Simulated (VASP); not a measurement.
# O (P-1) in VASP: a series of runs

The runs below take O through optical spectrum, density of states, with optB86b-vdW, PBE+D3(BJ).

All numbers are computed with VASP 6.6.1; they aren't measurements. Logs are shortened: lines on timing, memory, paths and dates and some standing lists are left out, and cuts for length are marked.

**1. Starting point**

The typed cell holds 2 atoms: a = 4.031 Å, b = 3.516 Å, c = 2.508 Å, α = 79.02°, β = 64.73°, γ = 41.40°.

**2. Optical spectrum, optB86b-vdW**

File INCAR:

```
AGGAC    = 0.0          
ALGO     = Normal         # electronic algorithm
CSHIFT   = 0.1          
EDIFF    = 1E-7           # SCF threshold, eV
ENCUT    = 520            # plane-wave cutoff, eV
GGA      = MK             # functional
ISIF     = 2              # what is computed and relaxed
ISMEAR   = -5             # smearing method
LASPH    = True           # aspherical terms in the spheres
LCHARG   = False          # write CHGCAR
LOPTICS  = True           # frequency-dependent dielectric function
LREAL    = False          # projectors in reciprocal space
LUSE_VDW = True         
LWAVE    = False          # write WAVECAR
NBANDS   = 54             # bands
NEDOS    = 1000           # points of the DOS
NELM     = 80             # most SCF steps
PARAM1   = 0.1234       
PARAM2   = 1.0          
PREC     = Accurate       # precision mode
SIGMA    = 0.05           # smearing width, eV
```

File KPOINTS:

```
k-points
0
Gamma
  11 12 12
```

File POSCAR:

```
O
1.0
   -0.2203521400      2.2256643200      3.3541497600
    1.3122684100     -0.0087372000      3.2622641800
    1.3550739000      2.1098606700     -0.0244242900
O
2
Direct
    0.1006570000      0.0736550000      0.8911970000
    0.9275440000      0.8926230000      0.0650360000
```

Potentials or basis: VASP PAW PBE potentials, release 64 (O).

Started as:

```sh
cat potpaw_PBE.64/O/POTCAR > POTCAR
mpirun -np 1 vasp_std > vasp.out
```

OUTCAR:

```text
EDIFF = 1E-7
   ENCUT = 520
   GGA = MK
   ISIF = 2
   ISMEAR = -5
   LASPH = True
   LREAL = False
   NELM = 80
   PREC = Accurate

 ion  position               nearest neighbor table
   1  0.101  0.074  0.891-   2 1.18
   2  0.928  0.893  0.065-   1 1.18

  Warning from LATTYP: Got some problem with cell dimensions!
  Tried to take original basis but could not verify dimensions!
  LATTYP: Found a triclinic cell.
 ALAT       =     2.5076550535
 B/A-ratio  =     1.1535550050
 C/A-ratio  =     1.5594556047
 COS(alpha) =     0.0213956254
 COS(beta)  =     0.4699213302
 COS(gamma) =     0.5036044999

  Lattice vectors:

 A1 = (   1.3550739000,   2.1098606700,  -0.0244242900)
 A2 = (   2.8876944500,  -0.1245408500,  -0.1163098700)
 A3 = (   0.0428054900,   2.1185978700,  -3.2866884700)

Analysis of symmetry for initial positions (statically):
=====================================================================
 Subroutine PRICEL returns:
 Original cell was already a primitive cell.

 Routine SETGRP: Setting up the symmetry group for a
 triclinic supercell.

 Subroutine GETGRP returns: Found  2 space group operations
 (whereof  1 operations were pure point group operations)
 out of a pool of  2 trial point group operations.

The static configuration has the point symmetry C_1 .
 The point group associated with its full space group is S_2 .

Analysis of symmetry for dynamics (positions and initial velocities):
=====================================================================
 Subroutine PRICEL returns:
 Original cell was already a primitive cell.

 Routine SETGRP: Setting up the symmetry group for a
 triclinic supercell.

 Subroutine GETGRP returns: Found  2 space group operations
 (whereof  1 operations were pure point group operations)
 out of a pool of  2 trial point group operations.

The dynamic configuration has the point symmetry C_1 .
 The point group associated with its full space group is S_2 .

 Subroutine INISYM returns: Found  2 space group operations
 (whereof  1 operations are pure point group operations),
 and found     1 'primitive' translations

----------------------------------------------------------------------------------------

                                     Primitive cell

  volume of cell :      20.7531

  direct lattice vectors                    reciprocal lattice vectors
    -0.220352140  2.225664320  3.354149760    -0.331647221  0.214553935  0.133982028
     1.312268410 -0.008737200  3.262264180     0.343618415 -0.218749865  0.167726805
     1.355073900  2.109860670 -0.024424290     0.351273266  0.246728947 -0.140641305

  length of vectors
     4.031433659  3.516318003  2.507655053     0.417102450  0.440519465  0.451716789

  position of ions in fractional coordinates (direct lattice)
     0.100657000  0.073655000  0.891197000
     0.927544000  0.892623000  0.065036000

  ion indices of the primitive-cell ions
   primitive index   ion index
                 1           1
                 2           2

----------------------------------------------------------------------------------------

 KPOINTS: k-points

Automatic generation of k-mesh.
 Grid dimensions read from file:
 generate k-points for:   11   12   12

 Generating k-lattice:

  Cartesian coordinates                     Fractional coordinates (reciprocal lattice)
    -0.030149747  0.019504903  0.012180184     0.090909091  0.000000000 -0.000000000
     0.028634868 -0.018229155  0.013977234    -0.000000000  0.083333333 -0.000000000
     0.029272772  0.020560746 -0.011720109    -0.000000000 -0.000000000  0.083333333

  Length of vectors
     0.037918405  0.036709955  0.037643066

  Shift w.r.t. Gamma in fractional coordinates (k-lattice)
     0.000000000  0.000000000  0.000000000

 TETIRR: Found   4752 inequivalent tetrahedra from     9504

 Subroutine IBZKPT returns following result:
 ===========================================

 Found    794 irreducible k-points:

 Following reciprocal coordinates:
            Coordinates               Weight
  0.000000  0.000000  0.000000      1.000000
  0.090909 -0.000000 -0.000000      2.000000
  0.181818 -0.000000 -0.000000      2.000000
  0.272727 -0.000000 -0.000000      2.000000
  0.363636 -0.000000 -0.000000      2.000000
  0.454545  0.000000 -0.000000      2.000000
[... 16 lines left out ...]
  0.454545  0.166667  0.000000      2.000000
 -0.454545  0.166667  0.000000      2.000000
 [... further k-points ...]
   k-points           NKPTS =    794   k-points in BZ     NKDIM =    794   number of bands    NBANDS=     54
   number of dos      NEDOS =   1000   number of ions     NIONS =      2
   total plane-waves  NPLWV =  16800
   dimension x,y,z NGX =    30 NGY =   28 NGZ =   20
   dimension x,y,z NGXF=    60 NGYF=   56 NGZF=   40
   ions per type =               2
   NGX,Y,Z   is equivalent  to a cutoff of  12.37, 13.24, 13.26 a.u.
   NGXF,Y,Z  is equivalent  to a cutoff of  24.74, 26.48, 26.52 a.u.
 SYSTEM =  unknown system
   PREC   = accura    normal or accurate (medium, high low for compatibility)
   ISTART =      0    job   : 0-new  1-cont  2-samecut
   ICHARG =      2    charge: 1-file 2-atom 10-const
   ISPIN  =      1    spin polarized calculation?
   LNONCOLLINEAR =      F non collinear calculations
   LSORBIT =      F    spin-orbit coupling
   LASPH  =      T    aspherical Exc in radial PAW
   ENCUT  =  520.0 eV  38.22 Ry    6.18 a.u.   7.50  6.54  4.66*2*pi/ulx,y,z
   NELM   =     80;   NELMIN=  2; NELMDL= -5     # of ELM steps
   EDIFF  = 0.1E-06   stopping-criterion for ELM
   LREAL  =      F    real-space projection
   EDIFFG = 0.1E-05   stopping-criterion for IOM
   NSW    =      0    number of steps for IOM
   IBRION =     -1    ionic relax: 0-MD 1-quasi-New 2-CG
   NFREE  =      0    steps in history (QN), initial steepest desc. (CG)
   ISIF   =      2    stress and relaxation
   ISYM   =      2    0-nonsym 1-usesym 2-fastsym
   POTIM  = 0.5000    time-step for ionic-motion
   TEBEG  =    0.0;   TEEND  =   0.0 temperature during run
   PSTRESS=    0.0 pullay stress
   NELECT =      12.0000    total number of electrons
   NUPDOWN=      -1.0000    fix difference up-down
   EMIN   =  10.00;   EMAX   =-10.00  energy-range for DOS
   EFERMI =   0.00;   METHOD = LEGACY
   ISMEAR =    -5;   SIGMA  =   0.05  broadening in eV -4-tet -1-fermi 0-gaus
   EFERMI_NEDOS =   21; number of points for ismear=-14 and -15
   IALGO  =     38    algorithm
   IMIX   =      4    mixing-type and parameters
     AMIX     =   0.40;   BMIX     =  1.00
     AMIX_MAG =   1.60;   BMIX_MAG =  1.00
  volume/ion in A,a.u.               =      10.38        70.02
  Fermi-wavevector in a.u.,A,eV,Ry     =   1.363874  2.577348 25.308905  1.860152
  Thomas-Fermi vector in A             =   2.490239
   LORBIT       =      0    0 simple, 1 ext, 2 COOP (PROOUT), +10 PAW based schemes
   GGA     = MK    functional components
   LHFCALC =     F    Hartree Fock is set to
   AEXX    =    0.0000 exact exchange contribution
   IVDW_NL    =     1    kernel type
   BPARAM     = 6.3000
   IVDW    =     0    specifies the selected vdW correction
   LEPSILON=     F    determine dielectric tensor
   LRPA    =     F    only Hartree local field effects (RPA)
 non-spin polarized calculation
 Fermi weights with tetrahedron method with Bloechl corrections
  energy-cutoff  :      520.00
  volume of cell :       20.75
 maximum number of plane-waves:       571
 NGX is ok and might be reduce to    30
   NGX = 15   NGY = 13   NGZ =  9

 number of electron      11.9999999 magnetization

 Free energy of the ion-electron system (eV)
  ---------------------------------------------------
  ext. energy  EPLUGINS =         0.00000000
  ---------------------------------------------------
  free energy    TOTEN  =        -6.07886486 eV

  energy without entropy =       -6.07886486  energy(sigma->0) =       -6.07886486

 E-fermi :   1.2830     XC(G=0): -10.1010

 val. band max:        1.3188261138   @ k =  -0.0909  -0.3333   0.1667
 cond. band min:       1.2578495624   @ k =   0.0909   0.2500   0.2500
 fundamental gap:     -0.0609765514
 Fermi energy:         1.2829781780

 k-point     1 :       0.0000    0.0000    0.0000
  band No.  band energies     occupation
      1     -27.1359      2.00000
      2     -12.5409      2.00000
      3      -8.3153      2.00000
      4      -5.2530      2.00000
      5      -4.6981      2.00000
      6       1.6754      0.00000
[... 10 lines left out ...]
     17      34.4641      0.00000
     18      35.5359      0.00000

 k-point     2 :       0.0909   -0.0000   -0.0000
  band No.  band energies     occupation
      1     -27.1031      2.00000
      2     -12.5479      2.00000
      3      -8.2395      2.00000
      4      -5.4279      2.00000
      5      -4.7247      2.00000
      6       1.5377     -0.04724
[... 10 lines left out ...]
     17      34.3247      0.00000
     18      35.7223      0.00000

 k-point     3 :       0.1818   -0.0000   -0.0000
  band No.  band energies     occupation
      1     -27.0133      2.00000
      2     -12.5613      2.00000
      3      -8.0503      2.00000
      4      -5.8675      2.00000
      5      -4.7921      2.00000
      6       1.1675      1.59340
[... 10 lines left out ...]
     17      34.6070      0.00000
     18      36.3264      0.00000

 k-point     4 :       0.2727   -0.0000   -0.0000
  band No.  band energies     occupation
      1     -26.8936      2.00000
      2     -12.5701      2.00000
      3      -7.8553      2.00000
      4      -6.3592      2.00000
      5      -4.8772      2.00000
      6       0.6998      2.02980
[... 375 lines left out ...]
      4      -6.1459      2.00000
      5      -4.8218      2.00000
      6       1.3187      0.85859
[... 10 lines left out ...]
     17      33.6267      0.00000
     18      34.7008      0.00000

 k-point    23 :       0.4545    0.1667    0.0000
  band No.  band energies     occupation
      1     -26.8383      2.00000
      2     -13.1078      2.00000
      3      -7.1137      2.00000
      4      -6.4300      2.00000
      5      -4.9041      2.00000
      6       0.8014      2.11816
[... 10 lines left out ...]
     17      34.6184      0.00000
     18      37.5580      0.00000

 k-point    24 :      -0.4545    0.1667    0.0000
  band No.  band energies     occupation
      1     -26.7405      2.00000
      2     -12.9226      2.00000
      3      -7.6221      2.00000
      4      -6.3854      2.00000
      5      -4.9682      2.00000
      6       0.3052      2.00000
[... 10 lines left out ...]
     17      34.9189      0.00000
     18      36.2924      0.00000

 [... further k-points ...]

 [bands above 18 left out]

------------------------ aborting loop because EDIFF is reached ----------------------------------------

  FORCE on cell =-STRESS in cart. coord.  units (eV):
  Direction    XX          YY          ZZ          XY          YZ          ZX
  --------------------------------------------------------------------------------------
  -------------------------------------------------------------------------------------
  Total       -0.5004503     -1.1265476      6.8168267      0.0922014     -0.1050159      0.4108995
  in kB      -38.6356678    -86.9715161    526.2713850      7.1181117     -8.1074183     31.7221903
  external PRESSURE =     133.5547337 kB  Pullay stress =       0.0000000 kB

 VOLUME and BASIS-vectors are now :
 -----------------------------------------------------------------------------
  energy-cutoff  :      520.00
  volume of cell :       20.75
      direct lattice vectors                 reciprocal lattice vectors
    -0.220352140  2.225664320  3.354149760    -0.331647221  0.214553935  0.133982028
     1.312268410 -0.008737200  3.262264180     0.343618415 -0.218749865  0.167726805
     1.355073900  2.109860670 -0.024424290     0.351273266  0.246728947 -0.140641305

 POSITION                                       TOTAL-FORCE (eV/Angst)
 -----------------------------------------------------------------------------------
      1.28211      2.10369      0.55613        -0.005278     -0.050485      4.705419
      1.05510      2.19382      6.02151         0.005278      0.050485     -4.705419
 -----------------------------------------------------------------------------------
    total drift:                               -0.000024     -0.000014     -0.000002

  FREE ENERGIE OF THE ION-ELECTRON SYSTEM (eV)
  ---------------------------------------------------
  free  energy   TOTEN  =        -6.0788648557 eV

  energy  without entropy=       -6.0788648557  energy(sigma->0) =       -6.07886486

Total vdW correction in eV:      2.4566005
```

It took 19 min on 1 thread of Intel Xeon Platinum 8175M at 2.50GHz (Skylake/Cascade Lake), shared host; peak memory 0.74 GiB.

What came out:

```yaml
Free_energy: -6.0789 eV
Pressure: 13.4 GPa
Largest_force: 4.706 eV/Å
Band_gap_on_the_k_mesh: none (metal or under the smearing width)
```

Forces in eV/Å, atoms in the order of the input:
```
O   -0.005 -0.050  4.705
O    0.005  0.050 -4.705
```

Stress tensor (GPa, compression positive):
```
-3.86  0.71  3.17
 0.71 -8.70 -0.81
 3.17 -0.81 52.63
```

Caveat: the standard files for N, O and F lose accuracy on very short bonds; spin is off for a triplet molecule; the PAW data sets were made with another functional, which shifts forces and pressure a little; tetrahedron occupations give inexact forces and stress in metals.

[end of part 1 of 2]
